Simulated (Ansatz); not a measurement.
# In2Sb: convergence and cost

This session on In2Sb sets out to sweep the occupation rule and width.

Method: DFT r2SCAN, scalar-relativistic, plane waves, PAW, in Ansatz 0.2.0.

1 further run of the same task is left out (it didn't finish).

## Step 1: The structure to begin with

Symmetry: P6_3/mmc, No. 194, hexagonal system. The conventional cell has a = 5.380 Å, b = 5.380 Å, c = 6.723 Å, α = 90.00°, β = 90.00°, γ = 120.00°. Around In (site symmetry -6m2) lie 5 Sb at 3.11 to 3.36 Å and 6 In at 3.53 Å. In (site symmetry -3m) has 8 In at 3.36 to 3.53 Å and 6 Sb at 3.53 Å as nearest neighbours. Around Sb (site symmetry -6m2) lie 11 In at 3.11 to 3.53 Å.

Structure file:

```xyz
6
Lattice="5.3799 0.0000 0.0000 -2.6900 4.6591 0.0000 0.0000 0.0000 6.7226" Properties=species:S:1:pos:R:3 pbc="T T T"
In    2.6900    1.5530    1.6806
In    0.0000    3.1061    5.0419
In    0.0000    0.0000    3.3613
In    0.0000    0.0000    0.0000
Sb    2.6900    1.5530    5.0419
Sb    0.0000    3.1061    1.6806
```

Source of the structure: the Materials Project (structure only). It is taken as it stands there.

## Step 2: The base input

input.yaml reads:

```yaml
crystal:
  lattice:
    - [5.3799042018, 0.0, 0.0]
    - [-2.6899521009, 4.6591337087, 0.0]
    - [0.0, 0.0, 6.722552]
  atoms:
    - { symbol: In, position: [0.66666667, 0.33333333, 0.25] }
    - { symbol: In, position: [0.33333333, 0.66666667, 0.75] }
    - { symbol: In, position: [0.0, 0.0, 0.5] }
    - { symbol: In, position: [0.0, 0.0, 0.0] }
    - { symbol: Sb, position: [0.66666667, 0.33333333, 0.75] }
    - { symbol: Sb, position: [0.33333333, 0.66666667, 0.25] }
basis:
  ecutwfc: 500
kpoints:
  mp_grid: { grid: [12, 12, 6] }
hamiltonian:
  xc: r2scan
scf:
  occupations: { method: gaussian, width: 0.1 }
output:
  forces: true
  stress: true
  eigenvalues: true
  populations: true
```

Its results, from an earlier run: -5907.5709 eV/atom at zero smearing, pressure -0.89 GPa, largest force 0.000 eV/Å, no gap on the mesh, in 7 SCF cycles and 81 s.

## Step 3: Occupation rule and width: Gaussian 0.2 eV

input.yaml reads:

```yaml
crystal:
  lattice:
    - [5.3799042018, 0.0, 0.0]
    - [-2.6899521009, 4.6591337087, 0.0]
    - [0.0, 0.0, 6.722552]
  atoms:
    - { symbol: In, position: [0.6666666667, 0.3333333333, 0.25] }
    - { symbol: In, position: [0.3333333333, 0.6666666667, 0.75] }
    - { symbol: In, position: [0.0, 0.0, 0.5] }
    - { symbol: In, position: [0.0, 0.0, 0.0] }
    - { symbol: Sb, position: [0.6666666667, 0.3333333333, 0.75] }
    - { symbol: Sb, position: [0.3333333333, 0.6666666667, 0.25] }
basis:
  ecutwfc: 500
kpoints:
  mp_grid: { grid: [12, 12, 6] }
hamiltonian:
  xc: r2scan
scf:
  occupations: { method: gaussian, width: 0.2 }
output:
  forces: true
  stress: true
  eigenvalues: true
```

On the command line:

```console
> ansatz run input.yaml --threads 1 --pin off --max-ram 2560MiB --backend cpu --events-out ev --progress --plain --runs-dir out
```

## Step 4: Occupation rule and width set to Gaussian 0.5 eV

Edit input.yaml of step 3 so:

```diff
@@ -19,3 +19,3 @@
 scf:
-  occupations: { method: gaussian, width: 0.2 }
+  occupations: { method: gaussian, width: 0.5 }
 output:
```

## Step 5: Occupation rule and width set to Fermi–Dirac 0.1 eV

Edit input.yaml of step 4 so:

```diff
@@ -19,3 +19,3 @@
 scf:
-  occupations: { method: gaussian, width: 0.5 }
+  occupations: { method: fermi_dirac, width: 0.1 }
 output:
```

## Step 6: Occupation rule and width: Methfessel–Paxton 0.01 eV

Edit input.yaml of step 5 so:

```diff
@@ -19,3 +19,3 @@
 scf:
-  occupations: { method: fermi_dirac, width: 0.1 }
+  occupations: { method: methfessel_paxton, width: 0.01 }
 output:
```

## Step 7: Occupation rule and width: Methfessel–Paxton 0.05 eV

Edit input.yaml of step 6 so:

```diff
@@ -19,3 +19,3 @@
 scf:
-  occupations: { method: methfessel_paxton, width: 0.01 }
+  occupations: { method: methfessel_paxton, width: 0.05 }
 output:
```

## Step 8: Occupation rule and width set to Methfessel–Paxton 0.1 eV

Edit input.yaml of step 7 so:

```diff
@@ -19,3 +19,3 @@
 scf:
-  occupations: { method: methfessel_paxton, width: 0.05 }
+  occupations: { method: methfessel_paxton, width: 0.1 }
 output:
@@ -24 +24,5 @@
   eigenvalues: true
+  write_density: true
+  write_potential: true
+  elf: true
+  volumetric_format: npy
```

## Step 9: Occupation rule and width: Methfessel–Paxton 0.3 eV

Edit input.yaml of step 8 so:

```diff
@@ -19,3 +19,3 @@
 scf:
-  occupations: { method: methfessel_paxton, width: 0.1 }
+  occupations: { method: methfessel_paxton, width: 0.3 }
 output:
@@ -24,5 +24 @@
   eigenvalues: true
-  write_density: true
-  write_potential: true
-  elf: true
-  volumetric_format: npy
```

## Step 10: Occupation rule and width: cold 0.01 eV

Edit input.yaml of step 9 so:

```diff
@@ -19,3 +19,3 @@
 scf:
-  occupations: { method: methfessel_paxton, width: 0.3 }
+  occupations: { method: cold, width: 0.01 }
 output:
```

## Step 11: Occupation rule and width: cold 0.05 eV

Edit input.yaml of step 10 so:

```diff
@@ -19,3 +19,3 @@
 scf:
-  occupations: { method: cold, width: 0.01 }
+  occupations: { method: cold, width: 0.05 }
 output:
```

## Step 12: Occupation rule and width set to cold 0.1 eV

Edit input.yaml of step 11 so:

```diff
@@ -19,3 +19,3 @@
 scf:
-  occupations: { method: cold, width: 0.05 }
+  occupations: { method: cold, width: 0.1 }
 output:
```

## Step 13: Occupation rule and width: cold 0.5 eV

Edit input.yaml of step 12 so:

```diff
@@ -19,3 +19,3 @@
 scf:
-  occupations: { method: cold, width: 0.1 }
+  occupations: { method: cold, width: 0.5 }
 output:
```

## Step 14: Occupation rule and width: tetrahedron

Edit input.yaml of step 13 so:

```diff
@@ -19,3 +19,3 @@
 scf:
-  occupations: { method: cold, width: 0.5 }
+  occupations: { method: tetrahedron }
 output:
```

(Steps that only read results are left out.)

Q: Predict the outcome of the series: the values and the trend.

The runs gave:

| quantity | value |
| --- | --- |
| largest energy shift, occupation rule and width | -5.44 meV/atom at cold 0.5 |

The free energy moves by up to 27.0 meV/atom (Gaussian 0.5), the energy extrapolated to zero width by up to 5.44. For the widths that shift F most, the extrapolation takes out most of the shift. In a metal, forces and stress under tetrahedra need not match the slope of their energy. The runs treat Sb without spin-orbit coupling.
